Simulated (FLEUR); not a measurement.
# Zr: band structure with r2SCAN

The system is Zr.

```
Zr
1.0
     3.23200    0.00000    0.00000
    -1.61600    2.79899    0.00000
     0.00000    0.00000    5.14700
Zr
2
Direct
  0.66667 0.33333 0.75000
  0.33333 0.66667 0.25000
```

```yaml
Program: FLEUR MaX-R8.1 (later development tree)
Task: band structure
Functional: r2SCAN
Potentials_or_basis: all-electron
Basis: FLAPW
Kmax: 4.1 1/bohr
k_mesh: 7 × 7 × 4
Occupations: fermi-dirac, width 0.05 eV
Spin: spin-orbit coupling, no magnetisation
Gmax: 12.7 1/bohr
Muffin-tin_radii: Zr 2.66 bohr
lmax: Zr 11
Local_orbitals_a_species: Zr 5
Max_iterations: 60
Mixing_factor: 0.05
Mixer: Anderson
Mixer_history: 15
Density_convergence: 1e-05 me/bohr^3
```

| Property | Result |
| --- | --- |
| Band gap along the path | none (metal or under the smearing width) |
| Valence electrons inside the program's atomic spheres | Zr 10.07 (radii Zr 2.66 bohr) |

Levels at the corners of the path, in eV from the Fermi level:
```
point  band 21  band 22  band 23  band 24  band 25  band 26  band 27  band 28
    Γ     0.83     0.83     0.93     0.93     0.96     0.96     1.04     1.04
    M    -2.35    -2.35    -0.45    -0.45     0.59     0.59     0.77     0.77
    K    -1.55    -1.55    -1.34    -1.34     0.23     0.23     0.26     0.26
    Γ     0.83     0.83     0.93     0.93     0.96     0.96     1.04     1.04
    A    -0.07    -0.07    -0.07    -0.07     0.76     0.76     0.76     0.76
    L    -1.19    -1.19    -1.19    -1.19     1.50     1.50     1.50     1.50
    H    -1.51    -1.51    -1.45    -1.45    -0.25    -0.25    -0.19    -0.19
    A    -0.07    -0.07    -0.07    -0.07     0.76     0.76     0.76     0.76
    L    -1.19    -1.19    -1.19    -1.19     1.50     1.50     1.50     1.50
    M    -2.35    -2.35    -0.45    -0.45     0.59     0.59     0.77     0.77
    K    -1.55    -1.55    -1.34    -1.34     0.23     0.23     0.26     0.26
    H    -1.51    -1.51    -1.45    -1.45    -0.25    -0.25    -0.19    -0.19
```

Core levels (eV from the Fermi level):
| atom | levels |
| --- | --- |
| 1 Zr | 1s1/2 -17813.1, 2s1/2 -2463.0, 2p1/2 -2253.8, 2p3/2 -2167.9, 3s1/2 -399.2, 3p1/2 -321.3, 3p3/2 -307.6, 3d3/2 -170.5, 3d5/2 -168.0 |
| 2 Zr | 1s1/2 -17813.1, 2s1/2 -2463.0, 2p1/2 -2253.8, 2p3/2 -2167.9, 3s1/2 -399.2, 3p1/2 -321.3, 3p3/2 -307.6, 3d3/2 -170.5, 3d5/2 -168.0 |

Run time: 24 min on 1 thread of Arm Neoverse V1, with other jobs on the host, peak memory 0.31 GiB.

Caveat: the meta-GGA is that of a development version, with a GGA for the radial functions and cores and without core tails.
